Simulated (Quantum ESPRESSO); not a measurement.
## Ge: zone-centre phonons under several settings

```
Ge
1.0
    -2.57449    2.57449    1.39741
     2.57449   -2.57449    1.39741
     2.57449    2.57449   -1.39741
Ge
2
Direct
  0.50000 0.50000 0.00000
  0.25000 0.75000 0.50000
```

This isn't the form of Ge at room conditions, which is diamond.

All runs used Quantum ESPRESSO 7.5; k mesh 9 × 9 × 9; relaxed cell; no spin polarisation; cutoff 1061 eV; occupations cold, width 0.2 eV.

```tsv
level	potentials	volume (Å³/atom)	lowest optical mode without the field (cm⁻¹)	highest optical mode without the field (cm⁻¹)
LDA	PseudoDojo 0.4.1 SR LDA standard	?	?	?
PBEsol	PseudoDojo 0.4.1 SR PBEsol standard	18.36	73	166
```

Question: What stands in the row left open?

Answer: Volume 17.91 Å³/atom; lowest optical mode without the field 76 cm⁻¹; highest optical mode without the field 168 cm⁻¹.
